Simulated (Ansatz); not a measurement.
A run of Ansatz 0.2.0:

File input.yaml:

```yaml
crystal:
  lattice: { a: 3.07004564, b: 3.07004564, c: 4.678428, alpha: 90.0, beta: 90.0, gamma: 120.0 }
  space_group: 164
  reduce_to_primitive: true
  atoms:
    - { symbol: W, wyckoff: "2d", position: [0.6666666667, 0.3333333333, 0.253669] }
    - { symbol: C, wyckoff: "1a", position: [0.0, 0.0, 0.0] }
hamiltonian:
  xc: revpbe
  pseudopotentials: { kind: nc_fr, accuracy: stringent }
  dispersion: d3bjatm
magnetization:
  noncollinear: true
  spin_orbit: true
kpoints:
  mp_grid: { grid: [10, 10, 6] }
scf:
  occupations: { method: fermi_dirac, width: 0.1 }
  n_extra_bands: 7
output:
  forces: true
  stress: true
  eigenvalues: true
  dos: { projected: false, de: 0.05, nscf_kmesh: { grid: [15, 15, 9] } }
  write_density: true
  write_potential: true
  elf: true
  volumetric_format: npy
```

Potentials or basis: PseudoDojo stringent (PBE files).

Launch:

```console
$ ansatz run input.yaml --threads 2 --pin off --max-ram 5120MiB --backend cpu --events-out ev --progress --plain --runs-dir out
```

Hardware: 2 threads of Intel(R) Xeon(R) Platinum 8259CL CPU @ 2.50GHz (Skylake/Cascade Lake) (shared host).

Estimate the wall time of this run.

It took 120 s on 2 threads of Intel(R) Xeon(R) Platinum 8259CL CPU @ 2.50GHz (Skylake/Cascade Lake), on a shared host, peak memory 1.6 GiB. Counts: scf iterations 8, plane waves 3271, k points 72, bands 39.
